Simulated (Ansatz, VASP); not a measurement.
## Two plane-wave programs on CdSe

```
Cd Se
1.0
     0.00000    2.87396    2.87396
     2.87396    0.00000    2.87396
     2.87396    2.87396    0.00000
Cd Se
1 1
Cartesian
  0.0000 0.0000 0.0000
  2.8740 2.8740 2.8740
```

Measurements of this composition are mostly on another form, of space group No. 186.

Alike in both runs: task single point; functional PBE; k mesh 8 × 8 × 8; occupations fermi-dirac, width 0.05 eV; no spin polarisation.

|  | VASP | Ansatz |
| --- | --- | --- |
| version | VASP 6.6.1 | Ansatz 0.2.0 |
| potentials or method | VASP PAW PBE potentials, release 64 (Cd, Se) | Ansatz PAW |
| plane-wave cutoff (eV) | 520 | 420 |
| valence electrons in the cell | 18 | 36 |

Ansatz gave:

| Quantity | Value |
| --- | --- |
| gap on the k mesh at the Fermi level (eV) | none |
| pressure (GPa) | -0.3 |

**Question.** What did VASP give for the same quantities?

**Answer.** gap on the k mesh at the Fermi level (eV): none; pressure (GPa): 0.0.

A gap of «none» marks a metal or a gap that the smearing closes. The functional is the same, so the differences come from potentials, cutoffs and numerics. The two sets of potentials don't hold the same shells in valence.
